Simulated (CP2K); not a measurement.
Here is a CP2K 2026.2 calculation.

File inp_bands.inp:

```
&GLOBAL
  PROJECT inp_bands
  RUN_TYPE ENERGY_FORCE
  PRINT_LEVEL LOW
&END GLOBAL
&FORCE_EVAL
  METHOD QS
  STRESS_TENSOR ANALYTICAL
  &DFT
    BASIS_SET_FILE_NAME BASIS_MOLOPT
    POTENTIAL_FILE_NAME GTH_POTENTIALS
    &MGRID
      CUTOFF 450
      REL_CUTOFF 60
      NGRIDS 4
    &END MGRID
    &QS
      METHOD GPW
      EPS_DEFAULT 1.0E-9
    &END QS
    &KPOINTS
      SCHEME MONKHORST-PACK 8 8 8
      GAMMA_CENTERED T
      SYMMETRY T
      SYMMETRY_BACKEND SPGLIB
    &END KPOINTS
    &SCF
      SCF_GUESS ATOMIC
      EPS_SCF 1.0E-6
      MAX_SCF 100
      ADDED_MOS 10
      CHOLESKY OFF
      EPS_EIGVAL 1.0E-7
      &DIAGONALIZATION ON
        ALGORITHM STANDARD
      &END DIAGONALIZATION
      &MIXING ON
        METHOD BROYDEN_MIXING
        ALPHA 0.4
        BETA 1.5
        NBUFFER 8
      &END MIXING
      &SMEAR ON
        METHOD FERMI_DIRAC
        ELECTRONIC_TEMPERATURE [K] 580.226
      &END SMEAR
    &END SCF
    &XC
      &XC_FUNCTIONAL
        &GGA_X_PBE
        &END GGA_X_PBE
        &GGA_C_PBE
        &END GGA_C_PBE
      &END XC_FUNCTIONAL
    &END XC
    &PRINT
      &KPOINTS ON
      &END KPOINTS
      &MULLIKEN ON
      &END MULLIKEN
      &MO ON
        ENERGIES T
        OCCUPATION_NUMBERS T
        &EACH
          QS_SCF 0
        &END EACH
        ADD_LAST NUMERIC
      &END MO
      &BAND_STRUCTURE
        FILE_NAME bands.bs
        ADDED_MOS 2
        &KPOINT_SET
          UNITS B_VECTOR
          NPOINTS 6
          SPECIAL_POINT GAMMA 0.00000000 0.00000000 0.00000000
          SPECIAL_POINT X 0.50000000 0.00000000 0.50000000
          SPECIAL_POINT W 0.50000000 0.25000000 0.75000000
          SPECIAL_POINT K 0.37500000 0.37500000 0.75000000
          SPECIAL_POINT GAMMA 0.00000000 0.00000000 0.00000000
          SPECIAL_POINT L 0.50000000 0.50000000 0.50000000
          SPECIAL_POINT U 0.62500000 0.25000000 0.62500000
          SPECIAL_POINT W 0.50000000 0.25000000 0.75000000
          SPECIAL_POINT L 0.50000000 0.50000000 0.50000000
          SPECIAL_POINT K 0.37500000 0.37500000 0.75000000
        &END KPOINT_SET
        &KPOINT_SET
          UNITS B_VECTOR
          NPOINTS 6
          SPECIAL_POINT U 0.62500000 0.25000000 0.62500000
          SPECIAL_POINT X 0.50000000 0.00000000 0.50000000
        &END KPOINT_SET
      &END BAND_STRUCTURE
    &END PRINT
  &END DFT
  &SUBSYS
    &CELL
      ABC 4.1443528445 4.1443528445 4.1443528445
      ALPHA_BETA_GAMMA 59.9999999996 59.9999999995 59.9999999995
      PERIODIC XYZ
    &END CELL
    &COORD
      In  0.0000000000 0.0000000000 0.0000000000
      P   6.2165292668 3.5891148456 2.5378874458
    &END COORD
    &KIND In
      BASIS_SET DZVP-MOLOPT-SR-GTH-q13
      POTENTIAL GTH-PBE-q13
    &END KIND
    &KIND P
      BASIS_SET DZVP-MOLOPT-SR-GTH-q5
      POTENTIAL GTH-PBE-q5
    &END KIND
    &PRINT
      &ATOMIC_COORDINATES ON
      &END ATOMIC_COORDINATES
      &CELL ON
      &END CELL
    &END PRINT
  &END SUBSYS
  &PRINT
    &FORCES ON
    &END FORCES
    &STRESS_TENSOR ON
    &END STRESS_TENSOR
  &END PRINT
&END FORCE_EVAL
```

Potentials or basis: GTH_POTENTIALS In GTH-PBE-q13, P GTH-PBE-q5; DZVP-MOLOPT-SR-GTH basis.

Command:

```console
$ OMP_NUM_THREADS=1 cp2k.psmp -i inp_bands.inp -o inp_bands.out
```

Question: Predict the Mulliken charges.

Answer: In +0.28; P -0.28 e.

Question: Predict the pressure.

Answer: 3.9 GPa.

Question: Predict the band gap on the k mesh.

Answer: 0.68 eV, direct.

Levels at the corners of the path, in eV from the valence-band top:
```
point  band 7  band 8  band 9  band 10  band 11  band 12
    Γ    0.00    0.00    0.00     0.68     4.15     4.15
    X   -5.78   -2.34   -2.34     1.80     2.33     9.81
    W   -5.63   -2.97   -2.93     4.39     4.46     5.70
    K   -5.64   -3.33   -1.96     2.41     4.49     7.85
    Γ    0.00    0.00    0.00     0.68     4.15     4.15
    L   -5.76   -0.98   -0.98     1.49     4.96     4.96
    U   -5.64   -3.33   -1.96     2.41     4.49     7.85
    W   -5.63   -2.97   -2.93     4.39     4.46     5.70
    L   -5.76   -0.98   -0.98     1.49     4.96     4.96
    K   -5.64   -3.33   -1.96     2.41     4.49     7.85
    U   -5.64   -3.33   -1.96     2.41     4.49     7.85
    X   -5.78   -2.34   -2.34     1.80     2.33     9.81
```

Caveat: spin-orbit coupling is left out, which moves the levels of the heavy elements; the basis of atomic orbitals isn't converged, which shifts pressures, moduli and gaps.

**The experiment to reproduce.**

A printed reference work, data compilation reports, for a bulk crystal of InP at 1.6 K: band gap 1.4236 eV (direct).

Against the measured gap of InP, 1.4236 eV (direct; 1.6 K; a printed reference work, data compilation), the calculated 0.68 eV is off by -0.74 eV. Spin-orbit coupling on In is left out. The value is that of PBE in an atomic basis (GTH_POTENTIALS In GTH-PBE-q13, P GTH-PBE-q5; DZVP-MOLOPT-SR-GTH basis), whose error adds to the functional's,, without temperature or zero-point motion. Semilocal functionals fall short of measured gaps as a rule.
